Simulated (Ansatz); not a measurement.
# BN: energy over two strains, part 2 of 2

How does the energy of BN (P6_3mc, No. 186; 4 atoms in the cell) change over two coordinates at once? A grid of runs gives the map.

Ansatz 0.2.0; DFT LDA, scalar-relativistic, plane waves, PAW.

### 7 Grid point (4.67 %, −1.33 %)

Contents of input.yaml:

```yaml
crystal:
  lattice:
    - [2.6579469462, 0.0, 0.0]
    - [-1.3289734731, 2.0977457651, 0.0]
    - [0.0, 0.0, 4.1196846764]
  atoms:
    - { symbol: B, position: [0.6666666667, 0.3333333333, 0.999708731] }
    - { symbol: B, position: [0.3333333333, 0.6666666667, 0.499708731] }
    - { symbol: "N", position: [0.6666666667, 0.3333333333, 0.625291269] }
    - { symbol: "N", position: [0.3333333333, 0.6666666667, 0.125291269] }
basis:
  ecutwfc: 520.0
kpoints:
  mp_grid: { grid: [12, 12, 6] }
hamiltonian:
  xc: lda
  pseudopotentials: { kind: paw }
scf:
  occupations: { method: gaussian, width: 0.05 }
output:
  forces: true
  stress: true
  eigenvalues: true
relax:
  adjacent_minimum: "off"
  f_tol: 0.01
  max_steps: 30
```

On the command line:

```
$ ansatz run input.yaml --threads 1 --pin off --max-ram 2048MiB --backend cpu --events-out ev --progress --plain --runs-dir out
```

Standard output (excerpt; [...] marks lines left out):

```text
Warning: output.stress: scf.convergence.dr2_threshold = 1e-7 eV (the SCF's general default) is looser than the 4e-10 eV advised for a printed stress (1e-10 eV for each atom of the cell: 4). What an SCF threshold leaves in a stress goes as its square root, and in the free energy as the [...]
Warning: RAYON_NUM_THREADS=1 ignored (pool sized by the plan → 1); use --threads N
[...]
Pseudopotentials: kind: paw
Pseudopotential: B, paw, valence charge 3, recommended cutoff 420 eV (normal), B.paw.azcp
Pseudopotential: N, paw, valence charge 5, recommended cutoff 420 eV (normal), N.paw.azcp
Functional definition: SPW92
[...]
Crystal: 4 atoms, lattice volume = 22.970 Å³
Basis set: ecut = 520 eV, 625 PW (Γ)
Bands: 12, of which v1, the nominal top of the filled ones, is band 8 counted from 1 (7 counted from 0)
Symmetry: 4 space group operations
Space group: Cmc21 (ITA 36), of the structure as read, at distance tolerance 2.8e-5 Å
k-points: 172 of 864 (time reversal used)
[...]
--- Forces (eV/Å), atoms counted from 1 ---
  atom   1  B      0.00000000     0.00087183    -0.00060876
  atom   2  B     -0.00000000    -0.00087183    -0.00060876
  atom   3  N     -0.00000000     0.00032795     0.00061428
  atom   4  N      0.00000000    -0.00032795     0.00061428
[...]
--- Stress (GPa, compression-positive) ---
      -39.287560       0.000000      -0.000000
        0.000000      32.662925       0.000000
       -0.000000       0.000000      13.550550
  P = ⅓ Tr σ = 2.3086 GPa (23.086 kbar)
--- Band table (eV; the first three rows and the last of 172) ---
  k-point 0: bands = ["-9.0354", "-4.5227", "0.3854", "8.8132", "9.5487", "11.2623", "11.3191", "11.8569", "19.1399", "19.1928", "20.7373", "21.8629"]
[...]
--- Relaxed structure (4 steps of the walk, 4 accepted, 0 SCFs on fresh bases) ---
  F+E_penalty+E_count = -1052.61968993 eV   max|allowed force component| = 8.718e-4 eV/Å
  atoms:
    - { symbol: B, position: [0.666653039524739, 0.33330607904947795, 0.9997676205196567] }
    - { symbol: B, position: [0.3333469604752609, 0.6666939209505219, 0.4997676205196567] }
    - { symbol: N, position: [0.6718331705806568, 0.3436663411613137, 0.6252323794803435] }
    - { symbol: N, position: [0.3281668294193431, 0.6563336588386863, 0.12523237948034344] }
```

Wall time 53 s (1 thread of Arm Neoverse N1, shared host); peak memory 0.35 GiB.

Step by step:

```
step  energy from step 1 (eV/cell)  largest force component (eV/Å)
   1                        0.0000                          0.6551
   2                       -0.0093                          0.3689
   3                       -0.0140                          0.0196
   4                       -0.0140                          0.0009
```

Step 1 is the start.

On the map this point reads 66 meV/atom.

### 8 Point (−4.67 %, −1.33 %)

Edit input.yaml of step 7 so:

```diff
@@ -2,4 +2,4 @@
   lattice:
-    - [2.6579469462, 0.0, 0.0]
-    - [-1.3289734731, 2.0977457651, 0.0]
+    - [2.4222681644, 0.0, 0.0]
+    - [-1.2111340822, 2.3018495773, 0.0]
     - [0.0, 0.0, 4.1196846764]
```

On the command line:

```
$ ansatz run input.yaml --threads 1 --pin off --max-ram 2048MiB --backend cpu --events-out ev --progress --plain --runs-dir out
```

Standard output (excerpt; [...] marks lines left out):

```text
[...]
relax step   4: F+E_penalty+E_count = -1052.60120178 eV  Δ(F+E_penalty+E_count) = -2.759e-5 eV  max|allowed force component| = 3.270e-4 eV/Å  Δτ_max = 0.0010 Å  (3 SCF iters, accepted)
SCF converged after 3 iterations
Free energy (F): -1052.601202 eV
[...]
E sigma→0 (E₀):  -1052.601202 eV
Fermi energy:    14.266386 eV
[...]
--- Forces (eV/Å), atoms counted from 1 ---
  atom   1  B      0.00000000    -0.00017208    -0.00002236
  atom   2  B      0.00000000     0.00017208    -0.00002236
  atom   3  N      0.00000000     0.00032703     0.00001958
  atom   4  N      0.00000000    -0.00032703     0.00001958
[...]
--- Stress (GPa, compression-positive) ---
       37.403952       0.000000       0.000000
        0.000000     -42.871409       0.000000
        0.000000       0.000000      13.723476
  P = ⅓ Tr σ = 2.7520 GPa (27.520 kbar)
--- Band table (eV; the first three rows and the last of 172) ---
  k-point 0: bands = ["-9.0422", "-4.5322", "0.3782", "8.6477", "9.7403", "11.1410", "11.2961", "11.9825", "18.1365", "20.5364", "20.6850", "21.3813"]
[...]
--- Relaxed structure (4 steps of the walk, 4 accepted, 0 SCFs on fresh bases) ---
  F+E_penalty+E_count = -1052.60120178 eV   max|allowed force component| = 3.270e-4 eV/Å
  atoms:
    - { symbol: B, position: [0.6675442674613271, 0.3350885349226543, 0.9997263688976301] }
    - { symbol: B, position: [0.3324557325386728, 0.6649114650773457, 0.49972636889763017] }
    - { symbol: N, position: [0.6633609058798879, 0.3267218117597759, 0.6252736311023699] }
    - { symbol: N, position: [0.33663909412011195, 0.673278188240224, 0.12527363110236986] }
```

Run time: 43 s. Hardware: 1 thread of Arm Neoverse N1, shared host; peak memory 0.35 GiB.

Energy on the map's scale: 70 meV/atom.

### 9 The run at (0.00 %, −1.33 %)

Edit input.yaml of step 8 so:

```diff
@@ -2,4 +2,4 @@
   lattice:
-    - [2.4222681644, 0.0, 0.0]
-    - [-1.2111340822, 2.3018495773, 0.0]
+    - [2.5401075553, 0.0, 0.0]
+    - [-1.2700537777, 2.1997976712, 0.0]
     - [0.0, 0.0, 4.1196846764]
```

On the command line:

```
$ ansatz run input.yaml --threads 1 --pin off --max-ram 2048MiB --backend cpu --events-out ev --progress --plain --runs-dir out
```

Standard output (excerpt; [...] marks lines left out):

```text
[...]
relax step   3: F+E_penalty+E_count = -1052.86314901 eV  Δ(F+E_penalty+E_count) = -5.605e-5 eV  max|allowed force component| = 1.810e-4 eV/Å  Δτ_max = 0.0007 Å  (3 SCF iters, accepted)
SCF converged after 3 iterations
Free energy (F): -1052.863149 eV
[...]
E sigma→0 (E₀):  -1052.863149 eV
Fermi energy:    14.004420 eV
[...]
--- Forces (eV/Å), atoms counted from 1 ---
  atom   1  B      0.00000000    -0.00000000     0.00017859
  atom   2  B     -0.00000000     0.00000000     0.00017859
  atom   3  N     -0.00000000     0.00000000    -0.00018345
  atom   4  N      0.00000000     0.00000000    -0.00018345
[...]
--- Stress (GPa, compression-positive) ---
       -6.513658      -0.000000       0.000000
       -0.000000      -6.513658       0.000000
       -0.000000      -0.000000      14.055281
  P = ⅓ Tr σ = 0.3427 GPa (3.427 kbar)
--- Band table (eV; the first three rows and the last of 76) ---
  k-point 0: bands = ["-9.0473", "-4.5271", "0.3717", "9.1502", "9.1502", "11.2864", "11.4860", "11.4860", "19.6714", "19.6714", "20.7316", "21.0188"]
[...]
--- Relaxed structure (3 steps of the walk, 3 accepted, 0 SCFs on fresh bases) ---
  F+E_penalty+E_count = -1052.86314901 eV   max|allowed force component| = 1.810e-4 eV/Å
  atoms:
    - { symbol: B, position: [0.6666666666666667, 0.33333333333333337, 0.9999847634446039] }
    - { symbol: B, position: [0.3333333333333333, 0.6666666666666667, 0.4999847634446041] }
    - { symbol: N, position: [0.6666666666666667, 0.33333333333333337, 0.625015236555396] }
    - { symbol: N, position: [0.3333333333333333, 0.6666666666666667, 0.12501523655539598] }
```

It took 15 s on 1 thread of Arm Neoverse N1, shared host; peak memory 0.31 GiB.

Energy on the map's scale: 4.9 meV/atom.

### 10 Point (4.67 %, 2.67 %)

Edit input.yaml of step 9 so:

```diff
@@ -2,5 +2,5 @@
   lattice:
-    - [2.5401075553, 0.0, 0.0]
-    - [-1.2700537777, 2.1997976712, 0.0]
-    - [0.0, 0.0, 4.1196846764]
+    - [2.6074803976, 0.0, 0.0]
+    - [-1.3037401988, 2.054040452, 0.0]
+    - [0.0, 0.0, 4.2866932779]
   atoms:
```

On the command line:

```
$ ansatz run input.yaml --threads 1 --pin off --max-ram 2048MiB --backend cpu --events-out ev --progress --plain --runs-dir out
```

Standard output (excerpt; [...] marks lines left out):

```text
[...]
relax step   4: F+E_penalty+E_count = -1052.53078427 eV  Δ(F+E_penalty+E_count) = -2.462e-5 eV  max|allowed force component| = 3.637e-3 eV/Å  Δτ_max = 0.0007 Å  (3 SCF iters, accepted)
SCF converged after 3 iterations
Free energy (F): -1052.530784 eV
[...]
E sigma→0 (E₀):  -1052.530784 eV
Fermi energy:    14.194358 eV
[...]
--- Forces (eV/Å), atoms counted from 1 ---
  atom   1  B      0.00000000     0.00079900    -0.00362436
  atom   2  B     -0.00000000    -0.00079900    -0.00362436
  atom   3  N     -0.00000000     0.00005493     0.00364888
  atom   4  N      0.00000000    -0.00005493     0.00364888
[...]
--- Stress (GPa, compression-positive) ---
      -21.433847      -0.000000       0.000000
       -0.000000      56.359153      -0.000000
        0.000000      -0.000000     -26.366658
  P = ⅓ Tr σ = 2.8529 GPa (28.529 kbar)
--- Band table (eV; the first three rows and the last of 172) ---
  k-point 0: bands = ["-9.0363", "-5.0600", "0.2440", "9.2850", "10.0848", "11.1449", "11.2880", "12.0077", "18.9426", "19.7554", "19.9867", "22.2645"]
[...]
--- Relaxed structure (4 steps of the walk, 4 accepted, 0 SCFs on fresh bases) ---
  F+E_penalty+E_count = -1052.53078427 eV   max|allowed force component| = 3.637e-3 eV/Å
  atoms:
    - { symbol: B, position: [0.6674350644051306, 0.33487012881026135, 0.9994132920724044] }
    - { symbol: B, position: [0.33256493559486927, 0.6651298711897387, 0.4994132920724044] }
    - { symbol: N, position: [0.6718856131318887, 0.34377122626377743, 0.6255867079275957] }
    - { symbol: N, position: [0.32811438686811123, 0.6562287737362226, 0.12558670792759577] }
```

It took 49 s on 1 thread of Arm Neoverse N1, shared host; peak memory 0.36 GiB.

On the map this point reads 88 meV/atom.

### 11 All points together

49 points were computed. Energies in meV/atom, from the relaxed crystal:

```csv
"strain +e along z and -e/2 along x and y (%) ↓, strain +e along x and -e along y (%) →",−7.00,−4.67,−2.33,0.00,2.33,4.67,7.00
4.00,220,120,61,42,61,114,200
2.67,190,94,37,19,37,88,171
1.33,168,76,22,5,22,71,150
0.00,157,68,17,0,16,63,140
−1.33,155,70,21,5,20,66,139
−2.67,163,83,35,20,35,78,148
−4.00,182,105,60,45,60,101,168
```

On the same grid, pressure (GPa):

```
strain +e along z and -e/2 along x and y (%) ↓, strain +e along x and -e along y (%) →  −7.00  −4.67  −2.33  0.00  2.33  4.67  7.00
                                                                                  4.00    7.7    4.5    2.7   2.2   2.7   4.2   6.5
                                                                                  2.67    6.4    3.2    1.4   0.9   1.4   2.9   5.2
                                                                                  1.33    5.8    2.5    0.7   0.1   0.7   2.1   4.5
                                                                                  0.00    5.7    2.4    0.6   0.0   0.5   2.0   4.3
                                                                                 −1.33    6.1    2.8    0.9   0.3   0.9   2.3   4.6
                                                                                 −2.67    7.0    3.6    1.7   1.2   1.7   3.1   5.3
                                                                                 −4.00    8.3    4.8    3.0   2.4   2.9   4.3   6.5
```

On the same grid, band gap on the k-mesh (eV):

```
strain +e along z and -e/2 along x and y (%) ↓, strain +e along x and -e along y (%) →  −7.00  −4.67  −2.33  0.00  2.33  4.67  7.00
                                                                                  4.00   3.73   4.13   4.46  4.73  4.50  4.31  4.13
                                                                                  2.67   3.83   4.21   4.52  4.78  4.57  4.37  4.03
                                                                                  1.33   3.95   4.31   4.61  4.84  4.65  4.46  3.93
                                                                                  0.00   4.10   4.43   4.71  4.93  4.75  4.57  3.82
                                                                                 −1.33   4.26   4.57   4.83  5.04  4.86  4.58  3.72
                                                                                 −2.67   4.43   4.72   4.97  5.16  5.00  4.44  3.60
                                                                                 −4.00   4.45   4.89   5.12  5.30  5.14  4.30  3.49
```

### 12 Results

The summary covers parts 1 to 2.

| quantity | value |
| --- | --- |
| lowest point | (0.00 %, 0.00 %), 0 meV/atom |
| highest computed point | (−7.00 %, 4.00 %), 220 meV/atom above the lowest |
| pressure (GPa) | 0.0 at (0.00 %, 0.00 %) to 8.3 at (−7.00 %, −4.00 %); 0.0 at the lowest point |
| band gap on the k-mesh (eV) | 3.49 at (7.00 %, −4.00 %) to 5.30 at (0.00 %, −4.00 %); 4.93 at the lowest point |
| time for all points | 37 min on 1 thread, shared host |

**Reading.** The lowest computed point is at (0.00 %, 0.00 %), which is the relaxed crystal itself. The grid shows no other well, apart from its symmetry copies. The highest computed point, (−7.00 %, 4.00 %), lies 220 meV/atom above the lowest. Round the minimum the two coordinates are nearly uncoupled. The curvatures of the interpolated surface at the minimum, over the volume, give stiffnesses of about 1700 and 1500 GPa for the two patterns (per unit amplitude as drawn, so not the usual moduli); on a grid this wide they are rough.

These are semilocal Kohn-Sham gaps, which aren't the measured quantity. Such gaps usually fall short of the measured ones.
